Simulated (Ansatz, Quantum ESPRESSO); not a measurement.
**BP [001], zinc blende: pulling along c**

The c axis is held at a set length while the cell relaxes sideways. How do the lateral strain and the stress follow? The strained cell has c along the load; unstrained it is a = 3.1963 Å, b = 3.1963 Å, c = 4.5202 Å, α = 90.00°, β = 90.00°, γ = 90.00°, with 4 atoms.

Calculated with Quantum ESPRESSO 7.5, PBEsol, GBRV 1.5 ultrasoft potentials, cutoff 680 eV, Fermi–Dirac smearing 0.02 eV, k-mesh 9×9×6, no spin polarisation, no spin-orbit coupling.

Relaxed positions at 0 %:

```csv
atom,x,y,z
P,0.5000,0.0000,0.7500
P,0.0000,0.5000,0.2500
B,0.0000,0.0000,0.0000
B,0.5000,0.5000,0.5000
```

```csv
ε_c (%),a (Å),c (Å),ε_a (%),"σ (GPa, tension positive)"
−3,3.2164,4.3846,0.628,−9.35
−2,3.2093,4.4298,0.407,−6.26
−1,3.2027,4.4751,0.199,−3.14
0,3.1963,4.5202,0.000,0.01
2,3.1851,4.6106,−0.350,6.35
3,3.1801,4.6559,−0.508,9.51
```

**Question.** Fit both responses and give the free strain and the stress at +1 %, a row left out above.

Least squares with y = y0 + y1 ε + y2 ε² (ε in %) gives ε_a = 0.002 + (−0.1894) ε + (0.0065) ε² and σ = 0.01 + (3.147) ε + (0.008) ε² GPa. The linear terms put the ratio of free to applied strain at −0.189 and the Young modulus at 315 GPa.

At +1 % the free strain comes out as −0.181 %. The run itself gives −0.179 %, so the estimate misses by 0.002 %; the fitted rows themselves lie up to 0.002 % off the law.

The stress comes out as 3.16 GPa. The run itself gives 3.18 GPa, so the estimate misses by 0.02 GPa; the fitted rows themselves lie up to 0.02 GPa off the law.

Along a cube axis ν = C12/(C11 + C12) and Y = (C11 − C12)(C11 + 2C12)/(C11 + C12), so C11 = Y(1 − ν)/[(1 + ν)(1 − 2ν)] = 345 GPa and C12 = 81 GPa.

The same fit over all rows at other levels or in other programs gives the strain ratio = −0.190 with PBEsol (Ansatz).

[Logs are printed without paths, hosts, clocks, repeated set-up lines and the standing remarks that a program may print on its own settings, such as how far it seeks lower states.]
